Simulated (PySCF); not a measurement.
Atom-mapped SMILES (the numbers label the heavy atoms): `[CH3:1][CH2:2][CH2:3][NH2:4]`. Each H is labelled by its parent atom.

GIAO PBE0/pcSseg-1 shifts (PySCF, gas phase, non-relativistic, equivalent atoms averaged), each against references optimised in the same way as the molecule (TMS, NH3).

On the GFN2-xTB geometry: C3 51.0, C2 30.6, C1 14.0, N4 39.3, H(C3) 2.87, H(C2) 1.49, H(C1) 0.99, H(N4) 0.52 ppm.

Task: What changes on the PBE0-D3(BJ)/def2-SVP geometry?

Result: 
```csv
atoms,δ (ppm),change
C3,48.9,-2.1
C2,29.3,-1.3
C1,13.6,-0.4
N4,37.8,-1.5
H(C3),2.56,-0.31
H(C2),1.34,-0.15
H(C1),0.93,-0.06
H(N4),0.20,-0.32
```

Bonds between heavy atoms that differ most (equivalent bonds averaged): C2–C3 1.527 → 1.520 Å, C3–N4 1.455 → 1.449 Å, C1–C2 1.523 → 1.520 Å. Mean change of bonds to hydrogen: C–H +0.012 Å, N–H +0.003 Å.
